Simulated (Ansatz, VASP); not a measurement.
**Cross-check of In5Ga3As8 (random alloy of the zinc-blende GaAs-InAs line, x = 0.625) between VASP and Ansatz**

Aim: how closely do two programs agree when they are given the same cell, functional and k mesh? Of the first pair: The structure shown is the start of the Ansatz relaxation below; VASP solves that cell, so the two are compared at the walk's first step.

Main program and level: Ansatz 0.2.0; plane waves, with VASP 6.6.1 beside it; PBE.

### Step 1. The starting structure

The cell holds 64 atoms: 20 In, 32 As and 12 Ga. Cell: a = 12.050 Å, b = 12.050 Å, c = 12.050 Å, α = 90.0°, β = 90.0°, γ = 90.0°. It derives from GaAs (zinc-blende GaAs-InAs), repeated 2×2×2. Zinc-blende GaAs-InAs: 64 atoms, 20 of 32 Ga sites given to In at random, cell and internal coordinates interpolated linearly between the end members (Vegard's rule); (so at first; earlier steps may have moved the atoms), displaced by a Gaussian of 0.02 A. Lattice constants are starting values near those of PBE.

### Step 2. Ansatz: relaxation, PBE

Ansatz runs on its default PAW (the set named soft_2) files.

The two programs are compared at the cell with which this relaxation starts, whose forces are those of its first step.

input.yaml reads:

```yaml
crystal:
  lattice:
    - [12.05, 0.0, 0.0]
    - [0.0, 12.05, 0.0]
    - [0.0, 0.0, 12.05]
  atoms:
    - { symbol: In, position: [0.99931, 0.99991, 0.99645] }
    - { symbol: As, position: [0.12772, 0.12202, 0.1236] }
    - { symbol: In, position: [0.00083, 0.24793, 0.24824] }
    - { symbol: As, position: [0.12349, 0.37592, 0.3788] }
    - { symbol: In, position: [0.25007, 0.99814, 0.25089] }
    - { symbol: As, position: [0.37401, 0.12497, 0.37695] }
    - { symbol: In, position: [0.24876, 0.25001, 0.99854] }
    - { symbol: As, position: [0.37474, 0.37543, 0.12336] }
    - { symbol: In, position: [0.99944, 0.99961, 0.49894] }
    - { symbol: As, position: [0.12303, 0.12264, 0.62475] }
    - { symbol: In, position: [0.99955, 0.2537, 0.74596] }
    - { symbol: As, position: [0.12519, 0.37561, 0.87726] }
    - { symbol: Ga, position: [0.25083, 0.9986, 0.75] }
    - { symbol: As, position: [0.3759, 0.12448, 0.87628] }
    - { symbol: Ga, position: [0.2469, 0.25287, 0.50244] }
    - { symbol: As, position: [0.37444, 0.37601, 0.62508] }
    - { symbol: Ga, position: [0.99862, 0.50015, 0.00166] }
    - { symbol: As, position: [0.12437, 0.62438, 0.12488] }
    - { symbol: Ga, position: [0.00072, 0.75212, 0.24895] }
    - { symbol: As, position: [0.12584, 0.87536, 0.37192] }
    - { symbol: In, position: [0.2493, 0.49978, 0.24993] }
    - { symbol: As, position: [0.37554, 0.62161, 0.37508] }
    - { symbol: Ga, position: [0.24888, 0.74761, 0.00087] }
    - { symbol: As, position: [0.37622, 0.87392, 0.1264] }
    - { symbol: In, position: [0.99937, 0.50011, 0.49818] }
    - { symbol: As, position: [0.12763, 0.62059, 0.62485] }
    - { symbol: In, position: [0.00115, 0.74662, 0.74969] }
    - { symbol: As, position: [0.12487, 0.87637, 0.87707] }
    - { symbol: Ga, position: [0.24933, 0.4977, 0.75227] }
    - { symbol: As, position: [0.37702, 0.62423, 0.87558] }
    - { symbol: Ga, position: [0.25063, 0.75094, 0.50034] }
    - { symbol: As, position: [0.37733, 0.87212, 0.62673] }
    - { symbol: Ga, position: [0.50063, 0.99964, 0.00195] }
    - { symbol: As, position: [0.62111, 0.12693, 0.12564] }
    - { symbol: In, position: [0.49812, 0.25072, 0.2495] }
    - { symbol: As, position: [0.62929, 0.37805, 0.37573] }
    - { symbol: Ga, position: [0.74881, 0.99903, 0.24946] }
    - { symbol: As, position: [0.87407, 0.1235, 0.37402] }
    - { symbol: In, position: [0.74954, 0.24914, 0.99884] }
    - { symbol: As, position: [0.87346, 0.37923, 0.12255] }
    - { symbol: Ga, position: [0.4983, 0.00072, 0.49946] }
    - { symbol: As, position: [0.6257, 0.12633, 0.6271] }
    - { symbol: In, position: [0.50125, 0.24835, 0.75184] }
    - { symbol: As, position: [0.62207, 0.37481, 0.87417] }
    - { symbol: In, position: [0.74824, 0.00098, 0.7497] }
    - { symbol: As, position: [0.87669, 0.12254, 0.8764] }
    - { symbol: In, position: [0.75083, 0.25021, 0.49765] }
    - { symbol: As, position: [0.87458, 0.37243, 0.62154] }
    - { symbol: In, position: [0.50544, 0.50161, 0.00298] }
    - { symbol: As, position: [0.62429, 0.62616, 0.12616] }
    - { symbol: In, position: [0.501, 0.75001, 0.24962] }
    - { symbol: As, position: [0.62156, 0.87601, 0.3757] }
    - { symbol: In, position: [0.75186, 0.49954, 0.25289] }
    - { symbol: As, position: [0.87426, 0.62292, 0.37656] }
    - { symbol: In, position: [0.74922, 0.74792, 0.00021] }
    - { symbol: As, position: [0.87626, 0.8754, 0.12583] }
    - { symbol: Ga, position: [0.50682, 0.50136, 0.50254] }
    - { symbol: As, position: [0.6217, 0.62561, 0.62628] }
    - { symbol: Ga, position: [0.4994, 0.74855, 0.75066] }
    - { symbol: As, position: [0.62448, 0.87401, 0.87691] }
    - { symbol: In, position: [0.75222, 0.5005, 0.74925] }
    - { symbol: As, position: [0.87585, 0.62638, 0.87605] }
    - { symbol: In, position: [0.74759, 0.74944, 0.5006] }
    - { symbol: As, position: [0.87603, 0.87659, 0.62626] }
kpoints:
  mp_grid: { grid: [1, 1, 1] }
hamiltonian:
  xc: pbe
scf:
  occupations: { method: fermi_dirac, width: 0.025 }
output:
  forces: true
relax:
  f_tol: 0.04
  max_steps: 150
  cell: {}
```

Command:

```console
ansatz run input.yaml --threads 4 --pin off --max-ram 8192MiB --backend cpu --events-out ev --progress --plain --runs-dir out
```

Numbers of over 12 decimals in the logs are rounded to 6 here.

The program printed:

```text
Engine: ansatz 0.2.0, x86_64-unknown-linux-gnu
Pseudopotentials: kind: paw
Pseudopotential: In, paw, valence charge 13, recommended cutoff 420 eV (normal), In.paw.azcp
Pseudopotential: As, paw, valence charge 15, recommended cutoff 420 eV (normal), As.paw.azcp
Pseudopotential: Ga, paw, valence charge 13, recommended cutoff 420 eV (normal), Ga.paw.azcp
Functional definition: PBE
  parameter kappa = 0.804
  parameter beta = 0.066725
  exchange = pbe_x(kappa = kappa, mu = beta*pi^2/3)
  correlation = pbe_c(beta = beta)
Crystal: 64 atoms, lattice volume = 1749.690 Å³
Basis set: ecut = 420 eV, 34265 PW (Γ), exchange–correlation on 162×162×162 points (8 copies of the dense FFT grid, shifted against one another)
Bands: 538, of which v1, the nominal top of the filled ones, is band 448 counted from 1 (447 counted from 0)
Symmetry: 1 space group operations
Space group: P1 (ITA 1), of the structure as read, at distance tolerance 1.2e-4 Å
k-points: 1
Non-local potential: In, projectors of the file, l = 0: 2, l = 1: 2, l = 2: 2, l = 3: 2
Non-local potential: As, projectors of the file, l = 0: 2, l = 1: 2, l = 2: 3, l = 3: 1
Non-local potential: Ga, projectors of the file, l = 0: 2, l = 1: 2, l = 2: 3, l = 3: 1
PAW form: soft (Blöchl's): semilocal exchange-correlation on the pseudo side does not see the compensation charge
PAW one-centre angular grid: In, 590 points (default); XC on 64 Gauss nodes
PAW one-centre angular grid: As, 590 points (default); XC on 64 Gauss nodes
PAW one-centre angular grid: Ga, 590 points (default); XC on 64 Gauss nodes
Initial density: superposition of atomic densities (neutral atoms: chi_scale 0, normalization atom), corrected by the library's trained network
Initial wavefunctions: pseudopotential atomic-orbital guess
Functional: x = pbe(κ = 0.804, μ = 0.219515), c = pbe(β = 0.066725)
SCF iter   1: F=—  HF=-312759.625242 eV  |F-HF|=—  |Δ(HF+E_count)|=         —  Δρ=1.14e-3  dr2=5.45e-2  ethr=1.77e-3  ⟨swp⟩=6.0  Hψ=1937  notcnv=0  defer=2
preconditioner: auto → LDOS  [insulator: Δε(μ)=0.642 eV  Ē_g=13.898 eV  σ=0.025 eV  W_gap=0.55  n_scr=436 (ndim 8)  ℏωp=21.3 eV  f_vac=0.115  D(μ)=51.40/eV (n_scr^D=364)  ε∞_Penn≈3.4  β→1.0]
SCF iter   2: F=—  HF=-312759.576115 eV  |F-HF|=—  |Δ(HF+E_count)|=   4.91e-2  Δρ=8.24e-4  dr2=1.35e-2  ethr=6.09e-6  ⟨swp⟩=2.0  Hψ=1075  notcnv=0  defer=82
SCF iter   3: F=—  HF=-312759.572890 eV  |F-HF|=—  |Δ(HF+E_count)|=   3.23e-3  Δρ=3.56e-4  dr2=4.47e-3  ethr=1.50e-6  ⟨swp⟩=2.0  Hψ=905  notcnv=0  defer=82
SCF iter   4: F=—  HF=-312759.571918 eV  |F-HF|=—  |Δ(HF+E_count)|=   9.73e-4  Δρ=1.89e-4  dr2=2.22e-3  ethr=4.99e-7  ⟨swp⟩=2.0  Hψ=742  notcnv=0  defer=82
SCF iter   5: F=—  HF=-312759.571686 eV  |F-HF|=—  |Δ(HF+E_count)|=   2.31e-4  Δρ=1.05e-4  dr2=1.07e-3  ethr=2.48e-7  ⟨swp⟩=2.0  Hψ=745  notcnv=0  defer=82
SCF iter   6: F=—  HF=-312759.571488 eV  |F-HF|=—  |Δ(HF+E_count)|=   1.98e-4  Δρ=5.18e-5  dr2=2.11e-4  ethr=1.20e-7  ⟨swp⟩=2.0  Hψ=745  notcnv=0  defer=82
SCF iter   7: F=—  HF=-312759.571435 eV  |F-HF|=—  |Δ(HF+E_count)|=   5.31e-5  Δρ=2.74e-5  dr2=3.33e-5  ethr=2.36e-8  ⟨swp⟩=2.0  Hψ=695  notcnv=0  defer=82
SCF iter   8: F=—  HF=-312759.573164 eV  |F-HF|=—  |Δ(HF+E_count)|=   1.73e-3  Δρ=9.58e-6  dr2=5.50e-6  ethr=3.72e-9  ⟨swp⟩=2.0  Hψ=900  notcnv=0  defer=82
SCF iter   9: F=—  HF=-312759.573163 eV  |F-HF|=—  |Δ(HF+E_count)|=   2.88e-7  Δρ=4.69e-6  dr2=2.07e-6  ethr=6.14e-10  ⟨swp⟩=2.0  Hψ=706  notcnv=0  defer=82
SCF iter  10: F=—  HF=-312759.573163 eV  |F-HF|=—  |Δ(HF+E_count)|=   2.84e-7  Δρ=3.08e-6  dr2=7.78e-7  ethr=2.31e-10  ⟨swp⟩=2.0  Hψ=742  notcnv=0  defer=82
SCF iter  11: F=—  HF=-312759.573163 eV  |F-HF|=—  |Δ(HF+E_count)|=   1.22e-7  Δρ=1.73e-6  dr2=1.62e-7  ethr=8.69e-11  ⟨swp⟩=2.0  Hψ=742  notcnv=0  defer=82
SCF iter  12: F=-312759.573163 eV  HF=-312759.573163 eV  |F-HF|=2.88e-8  |Δ(HF+E_count)|=   2.80e-8  Δρ=9.02e-7  dr2=2.61e-8  ethr=1.12e-11  ⟨swp⟩=4.0  Hψ=1492  notcnv=0
SCF 1 converged in 12 iterations: F = -312759.573163 eV  dr2 = 2.61e-8
  greatest PAW one-centre occupation: 0.999 electrons in one spin orbital (limit 2), on the As atom at site 31 (counted from 0), in its partial waves of l = 2
relax step   1: F+E_penalty+E_count = -312759.57316302 eV  Δ(F+E_penalty+E_count) = +0.000e0 eV  max|allowed force component| = 1.300e0 eV/Å  Δτ_max = 0.0000 Å  P = +1.546 GPa  Ω = 1749.690 Å³  (12 SCF iters, dr2 threshold 1.00e-7 eV, accepted)
Crystal: 64 atoms, lattice volume = 1806.225 Å³
Basis set: ecut = 420 eV, 35407 PW (Γ), exchange–correlation on 162×162×162 points (8 copies of the dense FFT grid, shifted against one another)
Initial density: handed on by an earlier stage of this run
Initial wavefunctions: those handed on with the density
iter 1 solved again at ethr=7.02e-5 eV; its pass at ethr=3.10e-3 eV (dr2=6.29e-1 eV) is discarded
[...]
atom  12  As     0.00268014    -0.00709296    -0.00585388
  atom  13  Ga     0.00357747    -0.00154008     0.01027787
  atom  14  As     0.00077445    -0.00203400    -0.00892609
  atom  15  Ga    -0.00497847     0.00328716     0.00620612
  atom  16  As     0.00033168    -0.00597311     0.00068362
  atom  17  Ga    -0.00251998     0.00274629     0.00884279
  atom  18  As     0.00385522    -0.00182342    -0.00400180
  atom  19  Ga     0.00210715     0.00090371     0.00899296
  atom  20  As    -0.00204657     0.00152824    -0.01000335
  atom  21  In    -0.00626408     0.00410774     0.00271411
  atom  22  As     0.00201634    -0.00058070    -0.00719498
  atom  23  Ga    -0.00126667     0.00105125     0.00994493
  atom  24  As     0.00060949    -0.00302429    -0.00902887
  atom  25  In     0.00080392     0.00847816     0.00563316
  atom  26  As    -0.00302645    -0.00198104    -0.01142853
  atom  27  In     0.00836049    -0.00043758     0.00879723
  atom  28  As    -0.00359624    -0.00232787    -0.00968826
  atom  29  Ga     0.00541407     0.00418870     0.00941055
  atom  30  As     0.00139304    -0.00353416    -0.00689854
  atom  31  Ga     0.00431011    -0.00074038     0.01431982
  atom  32  As     0.00115489    -0.00305303    -0.00874271
  atom  33  Ga     0.00214365     0.00263091     0.00841587
  atom  34  As    -0.00096608    -0.00188184    -0.00384233
  atom  35  In    -0.00252732     0.00192347     0.00361051
[...]
atom  57  Ga     0.00536566     0.00589302     0.00855819
  atom  58  As    -0.00138220    -0.00514724    -0.00550944
  atom  59  Ga    -0.00872073     0.00479779     0.00544947
  atom  60  As     0.00235917    -0.00233423    -0.00560347
  atom  61  In    -0.00395097     0.00334169     0.00699919
  atom  62  As     0.00412581    -0.00442133    -0.00519444
  atom  63  In    -0.00171079     0.00452072     0.00484637
  atom  64  As    -0.00468917    -0.00034869    -0.01011926
  max |Σ_I F_I| component: 4.09e-6 eV/Å
--- Stress (GPa, compression-positive) ---
       -0.016382      -0.023381       0.000651
       -0.023381      -0.014968      -0.005502
        0.000651      -0.005502       0.010795
  P = ⅓ Tr σ = -0.0069 GPa (-0.069 kbar)
--- Relaxed structure (8 steps of the walk, 8 accepted, 1 SCFs on fresh bases) ---
  F+E_penalty+E_count = -312762.11360568 eV   max|allowed force component| = 1.525e-2 eV/Å   (the final SCF, on the basis selected at the relaxed cell)
  cell:  # Å, volume = 1777.1106 Å³
    - [12.140507, 0.019680, 0.048907]
    - [0.019680, 12.142922, -0.045907]
    - [0.048907, -0.045907, 12.055048]
  atoms:
    - { symbol: In, position: [1.000473, 0.995620, 1.002751] }
    - { symbol: As, position: [0.128621, 0.123169, 0.125486] }
    - { symbol: In, position: [-0.00109257, 0.250500, 0.250777] }
    - { symbol: As, position: [0.134278, 0.363998, 0.381643] }
    - { symbol: In, position: [0.252189, 0.995439, 0.253250] }
    - { symbol: As, position: [0.374655, 0.122550, 0.388480] }
    - { symbol: In, position: [0.249954, 0.252081, 0.995536] }
    - { symbol: As, position: [0.376144, 0.373747, 0.126465] }
    - { symbol: In, position: [1.004216, 0.999192, 0.498590] }
    - { symbol: As, position: [0.140379, 0.122510, 0.626816] }
    - { symbol: In, position: [1.006546, 0.252705, 0.750676] }
    - { symbol: As, position: [0.128524, 0.391141, 0.873710] }
    - { symbol: Ga, position: [0.255751, 0.997213, 0.748520] }
    - { symbol: As, position: [0.375674, 0.111651, 0.874568] }
    - { symbol: Ga, position: [0.254011, 0.249136, 0.506266] }
    - { symbol: As, position: [0.368416, 0.381244, 0.622007] }
    - { symbol: Ga, position: [1.004431, 0.506821, 2.1808039849368493e-5] }
    - { symbol: As, position: [0.121999, 0.633738, 0.118775] }
    - { symbol: Ga, position: [0.0021988, 0.750568, 0.249496] }
    - { symbol: As, position: [0.128720, 0.858899, 0.375814] }
    - { symbol: In, position: [0.247128, 0.504500, 0.252139] }
    - { symbol: As, position: [0.374937, 0.626781, 0.386274] }
    - { symbol: Ga, position: [0.249302, 0.751282, -0.00435264] }
    - { symbol: As, position: [0.374280, 0.871631, 0.112441] }
    - { symbol: In, position: [1.005755, 0.501434, 0.500013] }
    - { symbol: As, position: [0.140076, 0.625220, 0.623914] }
    - { symbol: In, position: [0.00690906, 0.749041, 0.752404] }
    - { symbol: As, position: [0.139092, 0.876137, 0.873684] }
    - { symbol: Ga, position: [0.251599, 0.505373, 0.748451] }
    - { symbol: As, position: [0.368209, 0.631577, 0.867310] }
    - { symbol: Ga, position: [0.253613, 0.750691, 0.503371] }
    - { symbol: As, position: [0.375052, 0.874027, 0.623667] }
    - { symbol: Ga, position: [0.496914, 0.994896, -0.00214577] }
    - { symbol: As, position: [0.623473, 0.109223, 0.123851] }
    - { symbol: In, position: [0.500872, 0.245962, 0.254558] }
    - { symbol: As, position: [0.616837, 0.384990, 0.382176] }
    - { symbol: Ga, position: [0.745811, 0.998563, 0.250390] }
    - { symbol: As, position: [0.868333, 0.117772, 0.368034] }
    - { symbol: In, position: [0.750041, 0.247171, 1.003536] }
    - { symbol: As, position: [0.884728, 0.381513, 0.117770] }
    - { symbol: Ga, position: [0.494050, -0.00158134, 0.502269] }
    - { symbol: As, position: [0.617039, 0.116773, 0.618289] }
    - { symbol: In, position: [0.493004, 0.248606, 0.747306] }
    - { symbol: As, position: [0.623642, 0.370965, 0.874460] }
    - { symbol: In, position: [0.743184, -0.00294091, 0.750591] }
    - { symbol: As, position: [0.877503, 0.121537, 0.872808] }
    - { symbol: In, position: [0.744196, 0.249975, 0.497883] }
    - { symbol: As, position: [0.875714, 0.373795, 0.623396] }
    - { symbol: In, position: [0.494409, 0.504096, -0.0041683] }
    - { symbol: As, position: [0.623831, 0.624105, 0.125689] }
    - { symbol: In, position: [0.496923, 0.754213, 0.252098] }
    - { symbol: As, position: [0.621987, 0.887550, 0.375932] }
    - { symbol: In, position: [0.752195, 0.501586, 0.251308] }
    - { symbol: As, position: [0.884071, 0.630849, 0.370370] }
    - { symbol: In, position: [0.749618, 0.752984, 0.00233638] }
    - { symbol: As, position: [0.875289, 0.873945, 0.139623] }
    - { symbol: Ga, position: [0.492383, 0.503887, 0.505236] }
    - { symbol: As, position: [0.610601, 0.626774, 0.626332] }
    - { symbol: Ga, position: [0.491403, 0.751930, 0.747865] }
    - { symbol: As, position: [0.611562, 0.869865, 0.873874] }
    - { symbol: In, position: [0.746540, 0.503309, 0.749906] }
    - { symbol: As, position: [0.881487, 0.620798, 0.880119] }
    - { symbol: In, position: [0.744671, 0.751455, 0.498829] }
    - { symbol: As, position: [0.877352, 0.871902, 0.626508] }
```

Reading the cycles: dr2 is the Hartree energy of the density residual (eV), the measure of convergence; HF is the Harris–Foulkes estimate of the energy, which meets the free energy F at convergence.

[end of part 1 of 2]

[Lines on the potential files, build, host, timing and source positions are cut from VASP's logs without a mark.]

[Logs are printed without paths, hosts, clocks, repeated set-up lines and the standing remarks that a program may print on its own settings, such as how far it seeks lower states.]

[Hosts, paths, dates, database ids (printed as entryN), source tags and the programs' standing remarks are cut or masked in the printed files.]
